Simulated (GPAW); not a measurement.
Crystal: Al.

```
Al
1.0
     0.00000    2.02481    2.02481
     2.02481    0.00000    2.02481
     2.02481    2.02481    0.00000
Al
1
Direct
  0.00000 0.00000 0.00000
```

| Item | Value |
| --- | --- |
| Program | GPAW 26.7.0 |
| Task | relaxation of cell and atoms |
| Functional | PBEsol |
| Potentials or basis | PAW data sets generated in the run's folder for this functional |
| Cutoff | 600 eV |
| Basis | pw |
| k mesh | 11 × 11 × 11 |
| Occupations | fermi-dirac, width 0.05 eV |
| Spin | no spin polarisation |

At the start: pressure -1.8 GPa; volume 16.60 Å³/atom.

**Question.** How do energy, volume and symmetry change on relaxing?

**Answer.** Over 3 steps the energy falls by 2.1 meV/atom and the volume is 16.23 Å³/atom (-2.2 %); space group Fm-3m (No. 225, to 0.05 Å).

The path:
| step | energy change (eV) | largest force (eV/Å) | pressure (GPa) | volume (Å³) |
| --- | --- | --- | --- | --- |
| 1 | 0.0000 | 0.0000 | -1.78 | 16.60 |
| 2 | -0.0012 | 0.0000 | -1.17 | 16.47 |
| 3 | -0.0021 | 0.0000 | 0.03 | 16.23 |

Final structure:
```
Al
1.0
     0.00000    2.00952    2.00952
     2.00952    0.00000    2.00952
     2.00952    2.00952    0.00000
Al
1
Direct
  0.00000 0.00000 0.00000
```

The cell as given is a measured one (16.60 Å³/atom); PBEsol puts the equilibrium volume -2.2 % from it, thermal expansion not counted.

Caveat: later steps reuse the first step's grids.
